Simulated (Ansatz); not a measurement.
# GaN: the cost of one run

Computed with Ansatz 0.2.0 (DFT LDA, scalar-relativistic, plane waves, PAW, unless a step's input says otherwise).

The COD entry's cell or inner coordinates are ideal or old and differ from later refinements, so a difference from it is no clean test against experiment.

## (1) The system as given

It takes space group P6_3mc (No. 186, hexagonal). Conventional cell: a = 3.152 Å, b = 3.152 Å, c = 5.138 Å, α = 90.00°, β = 90.00°, γ = 120.00°. Ga (site symmetry 3m) has 4 N at 1.93 Å as nearest neighbours. N (site symmetry 3m) is surrounded by 4 Ga at 1.93 Å.

Coordinates:

```xyz
4
Lattice="3.1516 0.0000 0.0000 -1.5758 2.7293 0.0000 0.0000 0.0000 5.1382" Properties=species:S:1:pos:R:3 pbc="T T T"
Ga    0.0000    1.8196   -0.0036
Ga    1.5758    0.9098    2.5655
N     0.0000    1.8196    1.9304
N     1.5758    0.9098    4.4996
```

It is the result of an earlier relaxation at this level (volume 11.05 Å³/atom; gap on the mesh: 2.14 eV).

## (2) The scan

The energy is mapped over two normal modes frozen in (zone-centre modes of the cell shown, which folds in the wave vector (0, 1/2, 0) of the primitive cell).

- amplitude of mode 11 (318 cm⁻¹), largest displacement: 9 values from −0.076 to 0.076 Å
- amplitude of mode 13 (538 cm⁻¹), largest displacement: 9 values from −0.091 to 0.091 Å

Nothing else is relaxed (the cell and all other modes fixed). Energies count from the relaxed high-symmetry cell. Points are written as (first, second).

The modes come from a phonon run on the reference cell, made beforehand.

Displacement patterns for an amplitude of 1 (Å):

```csv
atom,x1,y1,z1,x2,y2,z2
Ga1,0.000,0.937,0.349,0.000,0.000,-0.201
Ga2,0.000,-0.937,-0.349,0.000,0.000,-0.201
Ga3,0.000,0.937,-0.349,0.000,0.000,-0.201
Ga4,0.000,-0.937,0.349,0.000,0.000,-0.201
N5,0.000,0.136,-0.162,0.000,0.001,1.000
N6,0.000,-0.136,0.162,0.000,0.001,1.000
N7,0.000,0.136,0.162,0.000,-0.001,1.000
N8,0.000,-0.136,-0.162,0.000,-0.001,1.000
```

## (3) Grid point (−0.019 Å, −0.091 Å)

The input, input.yaml:

```yaml
crystal:
  lattice:
    - [-3.1515767111, 0.0, 0.0]
    - [0.0, 0.0, -5.1382481593]
    - [0.0, -5.4586909876, 0.0]
  atoms:
    - { symbol: Ga, position: [0.5, -0.0015660736, 0.1699315698] }
    - { symbol: Ga, position: [0.0, -0.0041472429, 0.6634079532] }
    - { symbol: Ga, position: [0.0, 0.4958527571, 0.3365920468] }
    - { symbol: Ga, position: [0.5, 0.4984339264, 0.8300684302] }
    - { symbol: "N", position: [0.5, 0.6414101574, 0.1671576037] }
    - { symbol: "N", position: [0.0, 0.6426079463, 0.6662137949] }
    - { symbol: "N", position: [0.0, 0.1426079463, 0.3337862051] }
    - { symbol: "N", position: [0.5, 0.1414101574, 0.8328423963] }
basis:
  ecutwfc: 520.0
kpoints:
  mp_grid: { grid: [8, 6, 6] }
hamiltonian:
  xc: lda
  pseudopotentials: { kind: paw, azcp: { folder: soft_1 } }
scf:
  occupations: { method: gaussian, width: 0.05 }
output:
  forces: true
  stress: true
  eigenvalues: true
```

Launch:

```console
$ ansatz run input.yaml --threads 4 --pin off --max-ram 8192MiB --backend cpu --events-out ev --progress --plain --runs-dir out
```

**Question.** How long does this run take on 4 threads of Arm Neoverse N1, shared host, and how much memory does it need?

About 22 s, with a peak of 0.57 GiB.
